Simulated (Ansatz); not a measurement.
Frozen normal mode in C

Method: DFT PBE, scalar-relativistic, plane waves, PAW in Ansatz. Cutoff 420 eV, Γ-centred 12×12×10 k-points, Gaussian smearing of 0.05 eV. No spin polarisation. Energies are free energies at this smearing, counted from the undisturbed cell; pressure is positive in compression.

The undisturbed cell (as given, not relaxed at this level; it stands at 1.8 GPa):

```
CELL_PARAMETERS angstrom
0.00000 -1.78340 -1.78340
-1.78340 0.00000 -1.78340
1.78340 1.78340 -3.56680
ATOMIC_POSITIONS crystal
C 0.75000 0.75000 0.75000
C 0.25000 0.25000 0.25000
C 0.37500 0.37500 0.87500
C 0.87500 0.87500 0.37500
```

A zone-centre mode of this cell is frozen in: each atom moves by x times its row below, so x is the largest displacement.
```
atom ux uy uz
  C1  -0.577  -0.577  -0.577
  C2  -0.577  -0.577  -0.577
  C3   0.577   0.577   0.577
  C4   0.577   0.577   0.577
```

| x (Å) | ΔE (meV/cell) |
| --- | --- |
| -0.2000 | 8817.4 |
| -0.1500 | 4570.4 |
| -0.1000 | 1848.3 |
| -0.0500 | 416.2 |
| 0.0000 | 0.0 |
| 0.0500 | 323.7 |
| 0.1000 | 1097.4 |
| 0.1500 | 2000.8 |
| 0.1750 | 2433.4 |
| 0.2000 | 2836.1 |

Predict the force along the mode (eV/Å) at each point.

```tsv
x (Å)	force along the mode (eV/Å)
-0.2000	102.77
-0.1500	68.92
-0.1000	40.66
-0.0500	17.56
0.0000	0.00
0.0500	-11.99
0.1000	-17.82
0.1500	-17.72
0.1750	-16.71
0.2000	-15.49
```

Cost: 10 runs of about 0.7 core-minutes in all, on Intel Xeon Platinum 8488C (Sapphire Rapids) (shared hosts).